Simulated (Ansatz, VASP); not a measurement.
# Si55C53 (Si_C2) in two plane-wave programs

Aim: how closely do two programs agree when they are given the same cell, functional and k mesh? Of the first pair: The structure shown is the start of the Ansatz relaxation below; VASP solves that cell, so the two are compared at the walk's first step.

Method: plane waves, with VASP 6.6.1 beside it; single point at r2SCAN, in Ansatz 0.2.0.

### 1. The structure

The cell holds 108 atoms: 55 Si and 53 C. Its edges and angles: a = 9.236 Å, b = 9.236 Å, c = 15.108 Å, α = 90.0°, β = 90.0°, γ = 120.0°. It derives from SiC (SiC (P6_3mc)). Nearest the centre at fractional (0.667, 0.667, 0.374): Si55 at 0.05 Å, Si53 at 1.88 Å, Si32 at 1.89 Å, Si26 at 1.90 Å, Si50 at 1.92 Å, C83 at 3.04 Å, C57 at 3.04 Å, C107 at 3.06 Å. The cell carries charge −1.

### 2. Ansatz: relaxation, r2SCAN

Ansatz runs on its PAW soft_1 files.

The two programs are compared at the cell with which this relaxation starts, whose forces are those of its first step.

input.yaml

```yaml
crystal:
  lattice:
    - [9.23599493, 0.0, 0.0]
    - [-4.61799746, 7.99860624, 0.0]
    - [0.0, 0.0, 15.1078644]
  atoms:
    - { symbol: Si, position: [0.11111111, 0.22222222, 0.8329854] }
    - { symbol: Si, position: [0.22222222, 0.11111111, 0.3329854] }
[... 2 atom lines left out ...]
    - { symbol: Si, position: [0.0, 0.0, 0.49972248] }
[... 2 atom lines left out ...]
    - { symbol: C, position: [0.0, 0.0, 0.37436694] }
[... 5 atom lines left out ...]
    - { symbol: Si, position: [0.22222222, 0.44444444, 0.3329854] }
[... 1 atom line left out ...]
    - { symbol: Si, position: [0.11111111, 0.55555556, 0.16650102] }
    - { symbol: Si, position: [0.0, 0.33333333, 0.49972248] }
[... 2 atom lines left out ...]
    - { symbol: C, position: [0.0, 0.33333333, 0.37436694] }
[... 1 atom line left out ...]
    - { symbol: C, position: [0.22222222, 0.44444444, 0.20799668] }
[... 3 atom lines left out ...]
    - { symbol: Si, position: [0.22222222, 0.77777778, 0.3329854] }
    - { symbol: Si, position: [0.22222222, 0.77777778, 0.66650102] }
    - { symbol: Si, position: [0.11111111, 0.88888889, 0.16650102] }
    - { symbol: Si, position: [0.0, 0.66666667, 0.49972248] }
[... 2 atom lines left out ...]
    - { symbol: C, position: [0.0, 0.66666667, 0.37436694] }
    - { symbol: C, position: [0.11111111, 0.88888889, 0.70799668] }
    - { symbol: C, position: [0.22222222, 0.77777778, 0.20799668] }
    - { symbol: C, position: [0.22222222, 0.77777778, 0.54152848] }
[... 2 atom lines left out ...]
    - { symbol: Si, position: [0.55555556, 0.11111111, 0.3329854] }
[... 2 atom lines left out ...]
    - { symbol: Si, position: [0.33333333, 0.0, 0.49972248] }
[... 2 atom lines left out ...]
    - { symbol: C, position: [0.33333333, 0.0, 0.37436694] }
[... 1 atom line left out ...]
    - { symbol: C, position: [0.55555556, 0.11111111, 0.20799668] }
    - { symbol: C, position: [0.55555556, 0.11111111, 0.54152848] }
[... 2 atom lines left out ...]
    - { symbol: Si, position: [0.55555556, 0.44444444, 0.3329854] }
    - { symbol: Si, position: [0.55555556, 0.44444444, 0.66650102] }
    - { symbol: Si, position: [0.44444444, 0.55555556, 0.16650102] }
    - { symbol: Si, position: [0.33333333, 0.33333333, 0.49972248] }
[... 1 atom line left out ...]
    - { symbol: C, position: [0.33333333, 0.33333333, 0.87436694] }
[... 1 atom line left out ...]
    - { symbol: C, position: [0.44444444, 0.55555556, 0.70799668] }
[... 7 atom lines left out ...]
    - { symbol: Si, position: [0.33333333, 0.66666667, 0.49972248] }
    - { symbol: Si, position: [0.33333333, 0.66666667, 0.99972248] }
[... 2 atom lines left out ...]
    - { symbol: C, position: [0.44444444, 0.88888889, 0.70799668] }
[... 5 atom lines left out ...]
    - { symbol: Si, position: [0.88888889, 0.11111111, 0.66650102] }
[... 5 atom lines left out ...]
    - { symbol: C, position: [0.77777778, 0.22222222, 0.70799668] }
[... 1 atom line left out ...]
    - { symbol: C, position: [0.88888889, 0.11111111, 0.54152848] }
    - { symbol: C, position: [0.77777778, 0.22222222, 0.04152848] }
[... 2 atom lines left out ...]
    - { symbol: Si, position: [0.88888889, 0.44444444, 0.66650102] }
[... 1 atom line left out ...]
    - { symbol: Si, position: [0.66666667, 0.33333333, 0.49972248] }
    - { symbol: Si, position: [0.66666667, 0.33333333, 0.99972248] }
[... 2 atom lines left out ...]
    - { symbol: C, position: [0.77777778, 0.55555556, 0.70799668] }
[... 1 atom line left out ...]
    - { symbol: C, position: [0.88888889, 0.44444444, 0.54152848] }
    - { symbol: C, position: [0.77777778, 0.55555556, 0.04152848] }
[... 2 atom lines left out ...]
    - { symbol: Si, position: [0.88888889, 0.77777778, 0.66650102] }
[... 1 atom line left out ...]
    - { symbol: Si, position: [0.66666667, 0.66666667, 0.49972248] }
    - { symbol: Si, position: [0.66666667, 0.66666667, 0.99972248] }
[... 3 atom lines left out ...]
    - { symbol: C, position: [0.88888889, 0.77777778, 0.20799668] }
    - { symbol: C, position: [0.88888889, 0.77777778, 0.54152848] }
    - { symbol: C, position: [0.77777778, 0.88888889, 0.04152848] }
  host:
    repeats: [3, 3, 1]
    atoms:
      - { symbol: Si, position: [0.33333333, 0.66666667, 0.8329854] }
      - { symbol: Si, position: [0.66666667, 0.33333333, 0.3329854] }
      # ... 10 more atoms of the perfect host
total_charge: -1
basis:
  ecutwfc: 500
  xc_grid: 2
hamiltonian:
  xc: r2scan
  pseudopotentials: { kind: paw, azcp: { folder: soft_1 } }
kpoints:
  mp_grid: { grid: [1, 1, 1], shift: [0.25, 0.25, 0.25] }
magnetization:
  spin_polarized: true
  initial_magnetization: 1
  spin_locking: { lock_magnetization: hard }
scf:
  occupations: { method: fixed }
  max_iter: 100
output:
  forces: true
  charged_corrections:
    epsilon: [7.09, 7.09, 7.35]
    static_epsilon: [10.43, 10.43, 10.95]
    defect_position: [0.666667, 0.666667, 0.374367]
relax:
  f_tol: 0.02
  max_steps: 80
  random_displacement: { amplitude: 0.05, seed: 246 }
checkpoint:
  write: "../qm1_M1.relax.run"
  compress: false
  write_wavefunctions: true
  write_every: 100000
```

Run with:

```bash
$ ansatz run input.yaml --threads 8 --pin off --max-ram 15073MiB --backend cpu --events-out ev --progress --plain --runs-dir out
```

Numbers of over 12 decimals in the logs are rounded to 6 here.

The log of the run:

```text
Warning: This run holds its total moment fixed (magnetization.spin_locking.lock_magnetization: hard) and mixes its density by anderson or broyden (scf.mixing.algorithm, typed or taken by auto). Slabs with a fixed moment have converged under broyden above another state at the same moment, at the default mixing steps and at smaller ones, and under scf.lower_state_search: standard, light or off a state that such a mixer [...]
Engine: ansatz 0.2.0, aarch64-unknown-linux-gnu
Pseudopotentials: kind: paw
Pseudopotential: Si, paw, valence charge 4, recommended cutoff 500 eV (meta_gga), soft_1/Si.paw.azcp
Pseudopotential: C, paw, valence charge 4, recommended cutoff 500 eV (meta_gga), soft_1/C.paw.azcp
Functional definition: r2SCAN
  parameter k0 = 0.174
  parameter k1 = 0.065
  parameter a1 = 4.9479
  exchange = r2scan_x(k0 = k0, k1 = k1, a1 = a1)
  correlation = r2scan_c
Crystal: 108 atoms, lattice volume = 1116.095 Å³
Basis set: ecut = 500 eV, 28399 PW (Γ), exchange–correlation on 144×144×240 points (8 copies of the dense FFT grid, shifted against one another)
Bands: 325, of which v1, the nominal top of the filled ones, is band 217 counted from 1 (216 counted from 0)
Symmetry: 1 space group operations
k-points: 1
Non-local potential: Si, projectors of the file, l = 0: 2, l = 1: 2, l = 2: 1
Non-local potential: C, projectors of the file, l = 0: 2, l = 1: 2, l = 2: 1
PAW form: soft (Blöchl's): semilocal exchange-correlation on the pseudo side does not see the compensation charge
PAW frozen core: Si, regenerated for the run's functional (the file was generated under x = pbe(κ = 0.804, μ = 0.219515), c = pbe(β = 0.066725))
PAW frozen core: C, regenerated for the run's functional (the file was generated under x = pbe(κ = 0.804, μ = 0.219515), c = pbe(β = 0.066725))
PAW one-centre angular grid: Si, 302 points (default); XC on 160 Gauss nodes
PAW one-centre angular grid: C, 302 points (default); XC on 219 of its mesh's 2255 points in the sphere
Initial density: superposition of atomic densities (chi_scale 0.1, normalization cell)
Starting moments: Σ|m| = 1 μB on 108 of 108 sites
Initial wavefunctions: pseudopotential atomic-orbital guess
Functional: x = r2scan, c = r2scan; τ floored in thin density (d = 2e-4 eV/Å³)
SCF iter   1: F=—  HF=-48568.593027 eV  |F-HF|=—  |Δ(HF+E_count)|=         —  Δρ=7.12e-2 (↑7.07e-2 ↓7.12e-2)  dr2=2.77e2  dr2_τ=7.32e0  dr2_m=5.91e-3  M=1.000 μB ∫|m|=1.001 μB  β_m=1.20  ethr=3.10e-3  ⟨swp⟩=5.0  Hψ=2228  notcnv=0  defer=209
preconditioner: auto → Resta (q_TF=auto, 2.330 Å⁻¹)  ε∞=3.9  [insulator: Δε(μ)=0.077 eV  Ē_g=13.693 eV  n_scr=244 (ndim 8)  ℏωp=23.1 eV  f_vac=0.000  ε∞_Penn≈3.9]
spin=Collinear: Resta preconditioning applied to the charge; magnetization (m = ρ↑ − ρ↓) channel mixes plain (no charge-response kernel on spin).
SCF iter   2: F=—  HF=-48514.531657 eV  |F-HF|=—  |Δ(HF+E_count)|=    5.41e1  Δρ=4.14e-2 (↑4.14e-2 ↓4.14e-2)  dr2=9.09e1  dr2_τ=3.77e-1  dr2_m=3.29e-4  M=1.000 μB ∫|m|=1.105 μB  β_m=1.20  ethr=3.10e-3  ⟨swp⟩=3.0  Hψ=1111  notcnv=0  defer=212  κ⁻¹=1.0e0(r=1)
SCF iter   3: F=—  HF=-48497.781349 eV  |F-HF|=—  |Δ(HF+E_count)|=    1.68e1  Δρ=1.57e-2 (↑1.57e-2 ↓1.57e-2)  dr2=7.78e0  dr2_τ=3.43e-2  dr2_m=3.36e-4  M=1.000 μB ∫|m|=1.190 μB  β_m=1.20  ethr=3.10e-3  ⟨swp⟩=3.0  Hψ=1000  notcnv=0  defer=211  κ⁻¹=6.2e-2(r=2)
SCF iter   4: F=—  HF=-48498.477008 eV  |F-HF|=—  |Δ(HF+E_count)|=   6.96e-1  Δρ=1.03e-2 (↑1.03e-2 ↓1.03e-2)  dr2=2.74e0  dr2_τ=1.44e-2  dr2_m=3.55e-5  M=1.000 μB ∫|m|=1.168 μB  β_m=1.20  ethr=1.80e-3  ⟨swp⟩=3.0  Hψ=923  notcnv=0  defer=213  κ⁻¹=3.7e-3(r=3)
SCF iter   5: F=—  HF=-48498.910101 eV  |F-HF|=—  |Δ(HF+E_count)|=   4.33e-1  Δρ=1.24e-3 (↑1.24e-3 ↓1.19e-3)  dr2=5.64e-2  dr2_τ=7.64e-4  dr2_m=1.20e-4  M=1.000 μB ∫|m|=1.138 μB  β_m=1.20  ethr=6.32e-4  ⟨swp⟩=2.0  Hψ=774  notcnv=0  defer=212  κ⁻¹=5.3e-5(r=4)
SCF iter   6: F=—  HF=-48498.910697 eV  |F-HF|=—  |Δ(HF+E_count)|=   5.95e-4  Δρ=6.47e-4 (↑6.24e-4 ↓6.47e-4)  dr2=1.64e-2  dr2_τ=1.33e-4  dr2_m=4.93e-5  M=1.000 μB ∫|m|=1.152 μB  β_m=1.20  ethr=1.30e-5  ⟨swp⟩=3.0  Hψ=776  notcnv=0  defer=213  κ⁻¹=3.3e-5(r=5)
SCF iter   7: F=—  HF=-48498.912844 eV  |F-HF|=—  |Δ(HF+E_count)|=   2.15e-3  Δρ=3.15e-4 (↑3.13e-4 ↓3.15e-4)  dr2=3.36e-3  dr2_τ=1.73e-5  dr2_m=8.82e-6  M=1.000 μB ∫|m|=1.153 μB  β_m=1.20  ethr=3.79e-6  ⟨swp⟩=3.0  Hψ=777  notcnv=0  defer=213  κ⁻¹=5.1e-6(r=6)
[...]
- { symbol: Si, position: [0.222345, 0.110734, 0.667519] }
    - { symbol: Si, position: [0.111046, 0.222109, 0.166374] }
    - { symbol: Si, position: [-0.000533538, 0.000102729, 0.500538] }
    - { symbol: Si, position: [0.000372803, -0.000133542, 0.999589] }
    - { symbol: C, position: [0.00117007, -0.000909731, 0.874817] }
    - { symbol: C, position: [0.00345018, 0.00630419, 0.374860] }
    - { symbol: C, position: [0.111267, 0.221902, 0.708333] }
    - { symbol: C, position: [0.222060, 0.111220, 0.207472] }
    - { symbol: C, position: [0.221577, 0.111005, 0.542628] }
    - { symbol: C, position: [0.111090, 0.221913, 0.041727] }
    - { symbol: Si, position: [0.111867, 0.554321, 0.832914] }
    - { symbol: Si, position: [0.220883, 0.445635, 0.333027] }
    - { symbol: Si, position: [0.222629, 0.444280, 0.666979] }
    - { symbol: Si, position: [0.110456, 0.556137, 0.166938] }
    - { symbol: Si, position: [-0.000939766, 0.333939, 0.499530] }
    - { symbol: Si, position: [0.000452192, 0.332630, 0.999768] }
    - { symbol: C, position: [0.000881759, 0.332203, 0.874643] }
    - { symbol: C, position: [-0.00158846, 0.334474, 0.374497] }
    - { symbol: C, position: [0.111202, 0.555127, 0.708125] }
    - { symbol: C, position: [0.221750, 0.444876, 0.208111] }
    - { symbol: C, position: [0.221995, 0.444951, 0.541789] }
    - { symbol: C, position: [0.111150, 0.555059, 0.041935] }
    - { symbol: Si, position: [0.112368, 0.888290, 0.834043] }
    - { symbol: Si, position: [0.221035, 0.778531, 0.332703] }
    - { symbol: Si, position: [0.222213, 0.778356, 0.667251] }
    - { symbol: Si, position: [0.113599, 0.890235, 0.163367] }
    - { symbol: Si, position: [-8.159922215128512e-5, 0.668254, 0.500542] }
    - { symbol: Si, position: [0.000374636, 0.665744, 0.999669] }
    - { symbol: C, position: [0.00126666, 0.665173, 0.874741] }
    - { symbol: C, position: [0.00358743, 0.668534, 0.375042] }
    - { symbol: C, position: [0.113037, 0.889504, 0.710310] }
    - { symbol: C, position: [0.221861, 0.778765, 0.207449] }
    - { symbol: C, position: [0.221853, 0.778494, 0.542590] }
    - { symbol: C, position: [0.112398, 0.889039, 0.039572] }
    - { symbol: Si, position: [0.444698, 0.220596, 0.834049] }
    - { symbol: Si, position: [0.554273, 0.111818, 0.332716] }
    - { symbol: Si, position: [0.554784, 0.110944, 0.667248] }
    - { symbol: Si, position: [0.442817, 0.219440, 0.163404] }
    - { symbol: Si, position: [0.332437, 0.000381318, 0.500378] }
    - { symbol: Si, position: [0.333515, -0.000707618, 0.998184] }
    - { symbol: C, position: [0.334310, -0.0012983, 0.874574] }
    - { symbol: C, position: [0.331578, 0.00115978, 0.374820] }
    - { symbol: C, position: [0.443900, 0.220357, 0.710340] }
    - { symbol: C, position: [0.554458, 0.111343, 0.207459] }
    - { symbol: C, position: [0.554300, 0.110984, 0.542623] }
    - { symbol: C, position: [0.443510, 0.220198, 0.039591] }
    - { symbol: Si, position: [0.444573, 0.554428, 0.833715] }
    - { symbol: Si, position: [0.539975, 0.417427, 0.326476] }
[...]
- { symbol: Si, position: [0.667008, 0.332410, 0.999684] }
[...]
- { symbol: C, position: [0.888150, 0.444994, 0.208405] }
    - { symbol: C, position: [0.887978, 0.444933, 0.541416] }
    - { symbol: C, position: [0.777780, 0.554839, 0.041007] }
    - { symbol: Si, position: [0.778507, 0.888370, 0.833730] }
    - { symbol: Si, position: [0.915369, 0.792855, 0.326516] }
    - { symbol: Si, position: [0.891851, 0.779146, 0.670024] }
    - { symbol: Si, position: [0.778004, 0.889558, 0.165496] }
    - { symbol: Si, position: [0.665818, 0.667006, 0.517827] }
    - { symbol: Si, position: [0.666829, 0.666165, 0.999898] }
    - { symbol: C, position: [0.667580, 0.665383, 0.874957] }
    - { symbol: Si, position: [0.664479, 0.668314, 0.374925] }
    - { symbol: C, position: [0.778218, 0.888934, 0.709478] }
    - { symbol: C, position: [0.893544, 0.780875, 0.203450] }
    - { symbol: C, position: [0.893504, 0.780687, 0.546826] }
    - { symbol: C, position: [0.778058, 0.888964, 0.041058] }
```

(Part 1 of 3 ends here.)

[Lines on the potential files, build, host, timing and source positions are cut from VASP's logs without a mark.]

[Logs are printed without paths, hosts, clocks, repeated set-up lines and the standing remarks that a program may print on its own settings, such as how far it seeks lower states.]

[Hosts, paths, dates, database ids (printed as entryN), source tags and the programs' standing remarks are cut or masked in the printed files.]
